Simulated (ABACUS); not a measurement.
A run of ABACUS 3.10.1:

Contents of INPUT:

```
INPUT_PARAMETERS
suffix              Hf
calculation         scf
basis_type          pw
pseudo_dir          ./
symmetry            1
dft_functional      pbesol
ecutwfc             58
pseudo_rcut         7
nspin               1
nbands              10
ks_solver           dav
smearing_method     fd
smearing_sigma      0.00367493
scf_thr             1e-08
scf_nmax            100
mixing_type         broyden
mixing_beta         0.7
cal_force           1
cal_stress          1
kpar                4
```

Contents of STRU:

```
ATOMIC_SPECIES
Hf 178.4900 Hf.upf

LATTICE_CONSTANT
1.8897261246

LATTICE_VECTORS
-1.7353850000 1.7880950000 1.8403380000
1.7684040000 -1.7610630000 1.8463250000
1.7817980000 1.8074760000 -1.8133060000

ATOMIC_POSITIONS
Direct

Hf
0.0
1
-0.0165250000 -0.0068030000 -0.0104090000 1 1 1
```

File KPT:

```
K_POINTS
0
Gamma
10 10 10 0 0 0
```

Potentials or basis: PseudoDojo NC SR 0.4.1 PBEsol standard, plane waves.

Launch:

```bash
$ OMP_NUM_THREADS=1 mpirun -np 4 abacus > log
```

Hardware: 4 MPI ranks on Intel(R) Xeon(R) Platinum 8488C (Sapphire Rapids), on a shared host.

**Question.** How long does it take, and how much memory?

**Answer.** Run time: 23 s on 4 MPI ranks on Intel(R) Xeon(R) Platinum 8488C (Sapphire Rapids) (shared host), peak memory 0.32 GiB a rank. Counts: scf iterations 6, k points 504, bands 10, ranks 4.
